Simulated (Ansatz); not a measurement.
# HC11: the cost of one run

Computed with Ansatz 0.2.0 (DFT PBE+D3(BJ), scalar-relativistic, plane waves, PAW, unless a step's input says otherwise).

5 further runs of the same task are left out: 5 set aside as unsound or not needed.

## Step 1: The structure to begin with

The structure is orthorhombic, space group Cmmm (No. 65). Conventional cell: a = 2.466 Å, b = 4.268 Å, c = 30.598 Å, α = 90.00°, β = 90.00°, γ = 90.00°. Around C (site symmetry m) lie 3 C at 1.42 Å. C (site symmetry m2m) has 3 C at 1.42 Å as nearest neighbours.

As a file:

```cif
data_structure
_symmetry_space_group_name_H-M 'Cmmm'
_symmetry_Int_Tables_number 65
_cell_length_a 2.4655
_cell_length_b 4.2683
_cell_length_c 30.5980
_cell_angle_alpha 90.000
_cell_angle_beta 90.000
_cell_angle_gamma 90.000
_cell_volume 322.00
loop_
_atom_site_label
_atom_site_type_symbol
_atom_site_symmetry_multiplicity
_atom_site_Wyckoff_symbol
_atom_site_fract_x
_atom_site_fract_y
_atom_site_fract_z
_atom_site_occupancy
C1 C 8 n 0.00000 0.83331 0.27780 1
C2 C 8 n 0.00000 0.33331 0.38890 1
C3 C 4 j 0.00000 0.83331 0.50000 1
```

Miller indices refer to the conventional cell of the relaxed bulk, Fmmm (No. 69): a = 2.466 Å, b = 4.268 Å, c = 6.799 Å, α = 90.00°, β = 90.00°, γ = 90.00°.

This (001) slab, 13.6 Å thick as cut, with 17 Å of vacuum; its outer planes are C (top) and C (bottom), was relaxed beforehand with its lower half held: -2510.7061 eV, work function 4.28 eV.

## Step 2: CH at the top (C) site

The input, input.yaml:

```yaml
crystal:
  lattice:
    - [2.4655379961, 0.0, 0.0]
    - [-1.2327689981, 2.1341461166, 0.0]
    - [0.0, 0.0, 33.6979673684]
  atoms:
    - { symbol: C, position: [0.0833101797, 0.1666203594, 0.2522407333] }
    - { symbol: C, position: [0.4166898203, 0.8333796406, 0.2522407333] }
    - { symbol: C, position: [0.5833101797, 0.1666203594, 0.3531231674] }
    - { symbol: C, position: [0.9166898203, 0.8333796406, 0.3531231674] }
    - { symbol: C, position: [0.0833101797, 0.1666203594, 0.4540031604] }
    - { symbol: C, position: [0.4166898203, 0.8333796406, 0.4540031604] }
    - { symbol: C, position: [0.5833101797, 0.1666203594, 0.5548855944] }
    - { symbol: C, position: [0.9166898203, 0.8333796406, 0.5548855944] }
    - { symbol: C, position: [0.0833101797, 0.1666203594, 0.6557655875] }
    - { symbol: C, position: [0.4166898203, 0.8333796406, 0.6557655875] }
    - { symbol: C, position: [0.4166898203, 0.8333796406, 0.7008721657] }
    - { symbol: H, position: [0.4166898203, 0.8333796406, 0.7335150841] }
basis:
  ecutwfc: 420
kpoints:
  mp_grid: { grid: [12, 12, 1] }
hamiltonian:
  xc: pbe
  dispersion: d3bj
scf:
  occupations: { method: gaussian, width: 0.1 }
output:
  forces: true
  eigenvalues: true
relax:
  adjacent_minimum: "off"
  f_tol: 0.03
  max_steps: 70
  constraints: [{ sites: [0, 1, 2, 3] }]
efield:
  axis: 3
  dipole_correction: true
  ramp_width: 0.04
```

On the command line:

```sh
> ansatz run input.yaml --threads 1 --pin off --max-ram 2560MiB --backend cpu --events-out ev --progress --plain --runs-dir out
```

**Question.** How long does this run take on 1 thread of Intel Xeon at 2.50GHz (Skylake/Cascade Lake), shared host, and how much memory does it need?

About 33 min, with a peak of 0.53 GiB.
